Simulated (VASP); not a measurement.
ScH2: single point with PBEsol

Crystal: ScH2.

```
CELL_PARAMETERS angstrom
0.00000 2.39158 2.39158
2.39158 0.00000 2.39158
2.39158 2.39158 0.00000
ATOMIC_POSITIONS crystal
Sc 0.00000 0.00000 0.00000
H 0.32840 0.32840 0.17160
H 0.82840 0.82840 0.67160
```

The cell isn't the ideal one: all H atoms moved +0.375 Å, as atom 2 along Cartesian [0 0 1].

```yaml
Program: VASP 6.6.1
Task: single point
Functional: PBEsol
Potentials_or_basis: VASP PAW PBE potentials, release 64 (Sc_sv, H)
Cutoff: 520 eV
k_mesh: 18 × 18 × 18
Occupations: gaussian, width 0.15 eV
Spin: no spin polarisation
```

```
Pressure               : 2.2 GPa
Largest force          : 2.456 eV/Å
Band gap on the k mesh : none (metal or under the smearing width)
```

Forces on the atoms (eV/Å):
```
Sc   0.000  0.000  2.456
H    0.000  0.000 -1.228
H    0.000  0.000 -1.228
```

Stress tensor (GPa, compression positive):
```
 4.28  0.00  0.00
 0.00  4.28  0.00
 0.00  0.00 -2.04
```

Levels at points of the mesh, in eV from the Fermi level:
```csv
k point,band 3,band 4,band 5,band 6,band 7,band 8,band 9,band 10
"(0.00, 0.00, 0.00)",-27.79,-27.79,-8.85,-1.68,1.03,1.03,2.55,2.70
"(0.50, 0.00, 0.00)",-27.86,-27.83,-5.94,-4.33,0.87,1.06,3.37,3.45
"(0.50, 0.50, 0.00)",-27.90,-27.90,-5.00,-4.78,-1.25,3.56,3.58,3.58
"(0.00, 0.50, 0.50)",-27.94,-27.93,-4.39,-4.32,-1.85,3.49,3.53,3.60
```

Run time: 100 s on 1 thread of Intel(R) Xeon(R) 6975P-C (Granite Rapids) (shared host), peak memory 0.3 GiB.

Caveat: the PAW data sets were made with another functional, which shifts forces and pressure a little.
